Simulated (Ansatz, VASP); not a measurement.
**BN: VASP beside Ansatz**

```
N B
1.0
     0.00000    1.81300    1.81300
     1.81300    0.00000    1.81300
     1.81300    1.81300    0.00000
N B
1 1
Cartesian
  0.9065 0.9065 0.9065
  0.0000 0.0000 0.0000
```

The cell is a database's computed one.

Alike in both runs: task single point; functional PBE; k mesh 13 × 13 × 13; occupations gaussian, width 0.02 eV; no spin polarisation.

|  | VASP | Ansatz |
| --- | --- | --- |
| version | VASP 6.6.1 | Ansatz 0.2.0 |
| potentials or method | VASP PAW PBE potentials, release 64 (N, B) | Ansatz PAW |
| plane-wave cutoff (eV) | 520 | 420 |
| valence electrons in the cell | 8 | 8 |

VASP gave:

| Quantity | Value |
| --- | --- |
| gap on the k mesh at the Fermi level (eV) | 4.52 |
| least direct gap on the mesh (eV) | 8.78 |
| pressure (GPa) | -0.2 |

Problem. Which values does Ansatz return?

Solution. gap on the k mesh at the Fermi level (eV): 4.54; least direct gap on the mesh (eV): 8.79; pressure (GPa): -0.4.

The functional is the same, so the differences come from potentials, cutoffs and numerics.

Caveats: an odd mesh through Γ misses points on the zone boundary, where band edges often lie (VASP); odd divisions of the mesh miss points on the zone boundary, where band edges often lie, so the gap on the mesh can be too wide (Ansatz); the pressure holds a Pulay correction of +1.1 GPa for the finite cutoff (Ansatz). As with any semilocal functional, this PBE gap is likely too small.
